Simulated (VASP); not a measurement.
# NaI in VASP: one cell, several levels of theory, part 2 of 2

The system is NaI, a lower-symmetry cell derived from the zincblende prototype, a generated structure that needn't be the ground state.

VASP 6.6.1, plane waves, PAW. The steps go on from the part before.

### Step 3. r2SCAN

INCAR

```
ENCUT = 520.000000
SIGMA = 0.010000
EDIFF = 1.00e-07
ALGO = Normal
METAGGA = R2SCAN
PREC = Accurate
IBRION = -1
ISIF = 2
ISMEAR = 0
NBANDS = 14
NELM = 120
NSW = 0
LASPH = .TRUE.
LCHARG = .FALSE.
LWAVE = .FALSE.
LREAL = .FALSE.
```

KPOINTS

```
KPOINTS created by Atomic Simulation Environment
0
Gamma
6 6 6
0 0 0
```

KPOINTS_OPT

```
special points
6
Reciprocal
0.0000000000 0.0000000000 0.0000000000 1
-0.5000000000 -0.5000000000 0.0000000000 1
-0.3750000000 -0.3750000000 0.2500000000 1
-0.3750000000 0.0000000000 0.3750000000 1
0.0000000000 0.0000000000 0.5000000000 1
-0.5000000000 -0.2500000000 0.2500000000 1
```

POSCAR

```
Na I
 1.0000000000000000
     0.0265739372750000    3.5431916337749998    3.5431916337748124
     3.5431916337749998    0.0265739372750000    3.5431916337748124
     3.5697655710000000    3.5697655710000000   -0.0000000000503750
 Na  I
   1   1
Cartesian
  0.0000000000000858  0.0000000000000858  0.0121567229373078
  1.7848827855124143  1.7848827855124143  1.7594390939375049
```

Started as:

```console
mpirun -np 1 vasp_std
```

Printed to the terminal (iteration lines stand in OSZICAR):

```text
POSCAR found type information on POSCAR NaI
 POSCAR found :  2 types and       2 ions
 -----------------------------------------------------------------------------
|                                                                             |
|                                                                             |
|     You enforced a specific xc type in the INCAR file but a different       |
|     I HOPE YOU KNOW WHAT YOU ARE DOING!                                     |
|                                                                             |
 -----------------------------------------------------------------------------

 LDA part: xc-table for (None), standard interpolation
 POSCAR, INCAR and KPOINTS ok, starting setup
 FFT: planning ... GRIDC
 FFT: planning ... GRID_SOFT
 FFT: planning ... GRID
 WAVECAR not read
 entering main loop
 Start KPOINTS_OPT (optional k-point list driver)
k-point batch [1-6\6]
```

OSZICAR:

```text
N       E                     dE             d eps       ncg     rms          rms(c)
DAV:   1     0.557432947204E+02    0.55743E+02   -0.64830E+03  1288   0.863E+02
DAV:   2    -0.247999518767E+02   -0.80543E+02   -0.74962E+02  1318   0.207E+02
DAV:   3    -0.323203257348E+02   -0.75204E+01   -0.74703E+01  1666   0.629E+01
DAV:   4    -0.325125968696E+02   -0.19227E+00   -0.19222E+00  1536   0.107E+01
DAV:   5    -0.325182493672E+02   -0.56525E-02   -0.56524E-02  1804   0.185E+00    0.213E+00
DAV:   6    -0.309155687877E+02    0.16027E+01   -0.32367E-01  1348   0.563E+00    0.195E+00
DAV:   7    -0.309096648787E+02    0.59039E-02   -0.18446E-01  1534   0.295E+00    0.748E-01
DAV:   8    -0.309127299123E+02   -0.30650E-02   -0.67596E-03  1636   0.622E-01    0.537E-01
DAV:   9    -0.309173841729E+02   -0.46543E-02   -0.44678E-03  1402   0.555E-01    0.170E-01
DAV:  10    -0.309173253015E+02    0.58871E-04   -0.90290E-05  1636   0.714E-02    0.106E-01
DAV:  11    -0.309175032471E+02   -0.17795E-03   -0.21607E-04  1390   0.110E-01    0.357E-02
DAV:  12    -0.309174955261E+02    0.77210E-05   -0.26202E-06  1630   0.187E-02    0.195E-02
DAV:  13    -0.309174955908E+02   -0.64747E-07   -0.25598E-06  1516   0.178E-02    0.112E-02
DAV:  14    -0.309174970356E+02   -0.14447E-05   -0.29667E-07  1618   0.559E-03    0.223E-03
DAV:  15    -0.309174957580E+02    0.12775E-05   -0.14821E-08  1396   0.115E-03    0.444E-04
DAV:  16    -0.309174954668E+02    0.29122E-06   -0.30624E-09   950   0.511E-04    0.925E-05
DAV:  17    -0.309174954852E+02   -0.18332E-07   -0.61186E-10   836   0.201E-04
   1 F= -.30917495E+02 E0= -.30917495E+02  d E =-.338244E-14
       N       E                     dE             ncg
DAV:   1     0.478938008339E+03   -0.25232E+04      168
DAV:   2    -0.203263873071E+02   -0.49926E+03      174
DAV:   3    -0.661689505797E+02   -0.45843E+02      210
DAV:   4    -0.674304894222E+02   -0.12615E+01      240
DAV:   5    -0.674588870363E+02   -0.28398E-01      238
DAV:   6    -0.674595802870E+02   -0.69325E-03      242
DAV:   7    -0.674595847603E+02   -0.44734E-05      238
DAV:   8    -0.674595848225E+02   -0.62160E-07      190
```

OUTCAR, selected sections:

```text
k-points           NKPTS =     46   k-points in BZ     NKDIM =     46   number of bands    NBANDS=     14

   NELECT =      14.0000    total number of electrons

   dimension x,y,z NGX =    40 NGY =   40 NGZ =   40
   dimension x,y,z NGXF=    80 NGYF=   80 NGZF=   80

  energy-cutoff  :      520.00
  volume of cell :       88.96
      direct lattice vectors                 reciprocal lattice vectors
     0.026573937  3.543191634  3.543191634    -0.142182075  0.142182075  0.141115709
     3.543191634  0.026573937  3.543191634     0.142182075 -0.142182075  0.141115709
     3.569765571  3.569765571 -0.000000000     0.140065220  0.140065220 -0.141115709

 k-points in reciprocal lattice and weights: KPOINTS created by Atomic Simulation Env
   0.00000000  0.00000000  0.00000000       0.005
   0.16666667  0.00000000 -0.00000000       0.019
   0.33333333  0.00000000 -0.00000000       0.019
   0.50000000  0.00000000  0.00000000       0.009
   0.16666667  0.16666667 -0.00000000       0.009
   0.33333333  0.16666667 -0.00000000       0.019
   0.50000000  0.16666667 -0.00000000       0.019
  -0.33333333  0.16666667  0.00000000       0.019
[... 38 more k-points ...]

 E-fermi :  -1.3902

 k-point     1 :       0.0000    0.0000    0.0000
  band No.  band energies     occupation
      1     -24.3441      2.00000
      2     -24.3438      2.00000
      3     -24.3435      2.00000
      4     -12.1964      2.00000
      5      -1.4819      2.00000
      6      -1.4606      2.00000
      7      -1.4379      2.00000
      8       2.9631      0.00000
      9       7.0385      0.00000
     10       7.1065      0.00000
     11       7.1757      0.00000
     12       8.8087      0.00000
     13       8.8103      0.00000
     14      10.4049      0.00000

 k-point     2 :       0.1667    0.0000   -0.0000
  band No.  band energies     occupation
      1     -24.3447      2.00000
      2     -24.3440      2.00000
      3     -24.3437      2.00000
      4     -12.1621      2.00000
      5      -1.8234      2.00000
      6      -1.5159      2.00000
      7      -1.4899      2.00000
      8       3.5427      0.00000
      9       6.7792      0.00000
     10       7.1904      0.00000
     11       7.2761      0.00000
     12       8.3765      0.00000
     13       8.4106      0.00000
     14       9.8963      0.00000

 k-point     3 :       0.3333    0.0000   -0.0000
  band No.  band energies     occupation
      1     -24.3460      2.00000
      2     -24.3441      2.00000
      3     -24.3439      2.00000
      4     -12.0918      2.00000
      5      -2.4204      2.00000
      6      -1.5813      2.00000
      7      -1.5610      2.00000
      8       4.4062      0.00000
      9       6.5900      0.00000
     10       6.9295      0.00000
     11       6.9929      0.00000
     12       9.0541      0.00000
     13       9.1435      0.00000
     14       9.3810      0.00000

 k-point     4 :       0.5000    0.0000    0.0000
  band No.  band energies     occupation
      1     -24.3466      2.00000
      2     -24.3442      2.00000
      3     -24.3440      2.00000
      4     -12.0558      2.00000
      5      -2.6724      2.00000
      6      -1.6128      2.00000
      7      -1.5951      2.00000
      8       4.6253      0.00000
      9       6.7190      0.00000
     10       6.7362      0.00000
     11       6.7861      0.00000
     12       9.8562      0.00000
     13      10.4113      0.00000
     14      10.5095      0.00000

 k-point     5 :       0.1667    0.1667   -0.0000
  band No.  band energies     occupation
      1     -24.3444      2.00000
      2     -24.3443      2.00000
      3     -24.3439      2.00000
      4     -12.1517      2.00000
      5      -1.8304      2.00000
      6      -1.5912      2.00000
      7      -1.5424      2.00000
      8       3.7238      0.00000
      9       6.4720      0.00000
     10       7.3725      0.00000
     11       7.4549      0.00000
     12       7.5741      0.00000
     13       9.1098      0.00000
     14      11.2421      0.00000

 k-point     6 :       0.3333    0.1667   -0.0000
  band No.  band energies     occupation
      1     -24.3455      2.00000
      2     -24.3444      2.00000
      3     -24.3441      2.00000
      4     -12.0940      2.00000
      5      -2.2556      2.00000
      6      -1.6750      2.00000
      7      -1.6539      2.00000
      8       4.4970      0.00000
      9       6.2113      0.00000
     10       6.6144      0.00000
     11       7.5458      0.00000
     12       8.4347      0.00000
     13       9.6136      0.00000
     14      10.5301      0.00000

 k-point     7 :       0.5000    0.1667   -0.0000
  band No.  band energies     occupation
      1     -24.3464      2.00000
      2     -24.3445      2.00000
      3     -24.3441      2.00000
      4     -12.0456      2.00000
      5      -2.5540      2.00000
      6      -1.8001      2.00000
      7      -1.6863      2.00000
      8       5.0123      0.00000
      9       5.8611      0.00000
     10       7.0725      0.00000
     11       7.1909      0.00000
     12       9.3401      0.00000
     13      10.4686      0.00000
     14      10.8984      0.00000

 k-point     8 :      -0.3333    0.1667    0.0000
  band No.  band energies     occupation
      1     -24.3463      2.00000
      2     -24.3444      2.00000
      3     -24.3440      2.00000
      4     -12.0565      2.00000
      5      -2.4830      2.00000
      6      -1.8431      2.00000
      7      -1.6152      2.00000
      8       5.0700      0.00000
      9       5.9387      0.00000
     10       6.8605      0.00000
     11       7.1159      0.00000
     12       8.7941      0.00000
     13      10.3220      0.00000
     14      10.7605      0.00000

 k-point     9 :      -0.1667    0.1667    0.0000
  band No.  band energies     occupation
      1     -24.3455      2.00000
      2     -24.3441      2.00000
      3     -24.3438      2.00000
      4     -12.1152      2.00000
      5      -2.1335      2.00000
      6      -1.6972      2.00000
      7      -1.5287      2.00000
      8       4.2801      0.00000
      9       6.5035      0.00000
     10       6.7924      0.00000
     11       7.4334      0.00000
     12       7.6962      0.00000
     13       9.3951      0.00000
     14      10.6939      0.00000

[... the tables of k-points 10 to 46 left out ...]

  Total       -0.0383626     -0.0383626     -0.0251365     -0.0345599      0.0000000      0.0000000
  in kB       -0.6909213     -0.6909213     -0.4527157     -0.6224345      0.0000000      0.0000000
  external PRESSURE =      -0.6115195 kB  Pullay stress =       0.0000000 kB

 POSITION                                       TOTAL-FORCE (eV/Angst)
 -----------------------------------------------------------------------------------
      3.56977      3.56977      0.01216        -0.000000     -0.000000     -0.004990
      1.78488      1.78488      1.75944         0.000000      0.000000      0.004990
 -----------------------------------------------------------------------------------
    total drift:                                0.000010      0.000010     -0.010611

  FREE ENERGIE OF THE ION-ELECTRON SYSTEM (eV)
  ---------------------------------------------------
  free  energy   TOTEN  =       -30.9174954852 eV

  energy  without entropy=      -30.9174954852  energy(sigma->0) =      -30.91749549
```

Hardware: 1 MPI rank of Intel Xeon Platinum 8488C, shared host.

The levels at the points of KPOINTS_OPT are read from vasprun.xml.

Near the gap, in eV above the top of the last filled band v; c is the band after it:

| point | v−1 | v | c | c+1 |
| --- | --- | --- | --- | --- |
| Γ | -0.02 | 0.00 | 4.40 | 8.48 |
| X | -0.45 | -0.39 | 5.55 | 6.83 |
| U | -0.74 | -0.31 | 6.15 | 7.36 |
| K | -0.72 | -0.33 | 6.14 | 7.40 |
| L | -0.15 | -0.13 | 6.08 | 8.14 |
| W | -0.76 | -0.47 | 6.42 | 8.09 |

r2SCAN gives a direct gap of 4.40 eV at Γ. The pressure is -0.06 GPa; the forces vanish within 0.01 eV/Å.

### Step 4. Summary

The summary covers parts 1 to 2.

| level | gap (eV) | pressure (GPa) | Ansatz: gap (eV) | Ansatz: pressure (GPa) |
| --- | --- | --- | --- | --- |
| PBE | 3.80 | 0.38 | 3.80 | 0.37 |
| r2SCAN | 4.40 | -0.06 | 4.40 | 0.01 |

The gap runs from 3.80 eV (PBE) to 4.40 eV (r2SCAN). Spin-orbit coupling is left out, though the cell holds I (Z = 53); in an element this heavy it can shift bands and gaps by tenths of an eV. The two programs agree on the gap within 0.02 eV, far less than the spread between functionals. Datasets and cutoffs are each program's own. VASP's cell holds 14 valence electrons and Ansatz's 26.
